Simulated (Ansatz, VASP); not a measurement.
## One calculation of Mg, two programs

The input INCAR:

```
SYSTEM = Mg
PREC = Accurate
ENCUT = 520
EDIFF = 1E-7
ISMEAR = -1
SIGMA = 0.05
LREAL = .False.
LASPH = .True.
NELM = 80
ALGO = Fast
ISIF = 2
LWAVE = .False.
LCHARG = .True.
GGA = CA
LELF = .True.
LVHAR = .True.
NBANDS = 9
```

The input KPOINTS:

```
regular mesh
0
Gamma
  6 6 3
  0 0 0
```

Contents of POSCAR:

```
Mg
1.0
    3.2093000000      0.0000000000      0.0000000000
   -1.6046500000      2.7793353284      0.0000000000
    0.0000000000      0.0000000000      5.2103000000
Mg
2
Direct
    0.6666666667      0.3333333333      0.7500000000
    0.3333333333      0.6666666667      0.2500000000
```

The input input.yaml:

```yaml
crystal:
  lattice:
    - [3.2093, 0.0, 0.0]
    - [-1.60465, 2.7793353284, 0.0]
    - [0.0, 0.0, 5.2103]
  atoms:
    - { symbol: Mg, position: [0.6666666667, 0.3333333333, 0.75] }
    - { symbol: Mg, position: [0.3333333333, 0.6666666667, 0.25] }
hamiltonian:
  xc: lda
  pseudopotentials: { kind: paw }
kpoints:
  mp_grid: { grid: [6, 6, 3] }
  band_path:
    path:
      - [[0.0, 0.0, 0.0], [0.5, 0.0, 0.0], [0.3333333333, 0.3333333333, 0.0], [0.0, 0.0, 0.0], [0.0, 0.0, 0.5], [0.5, 0.0, 0.5], [0.3333333333, 0.3333333333, 0.5], [0.0, 0.0, 0.5]]
      - [[0.5, 0.0, 0.5], [0.5, 0.0, 0.0]]
      - [[0.3333333333, 0.3333333333, 0.0], [0.3333333333, 0.3333333333, 0.5]]
    npoints: 14
scf:
  occupations: { method: fermi_dirac, width: 0.05 }
  n_extra_bands: 6
output:
  forces: true
  stress: true
  eigenvalues: true
  fatbands: true
  write_density: true
  write_potential: true
  elf: true
  volumetric_format: npy
```

Alike in both runs: functional LDA; k mesh 6 × 6 × 3; occupations fermi-dirac, width 0.05 eV; no spin polarisation.

|  | VASP | Ansatz |
| --- | --- | --- |
| version | VASP 6.6.1 | Ansatz 0.2.0 |
| potentials or method | VASP PAW LDA potentials, release 64 (Mg) | Ansatz PAW |
| plane-wave cutoff (eV) | 520 | 420 |
| valence electrons in the cell | 4 | 20 |
| task | single point | band structure |

|  | VASP | Ansatz | Ansatz less VASP |
| --- | --- | --- | --- |
| gap on the k mesh at the Fermi level (eV) | none | none | - |
| pressure (GPa) | -2.7 | -2.4 | +0.32 |
| largest component of the traceless stress (GPa) | 0.16 | 0.17 | +0.009 |

A gap of «none» marks a metal or a gap that the smearing closes. The two sets of potentials don't hold the same shells in valence.

Caveats: the k mesh is coarse (spacing up to 0.40 Å⁻¹), so the values aren't converged; the PAW data sets come from PBE, with cores solved anew for the run's functional, which leaves a small shift of forces and pressure (Ansatz).
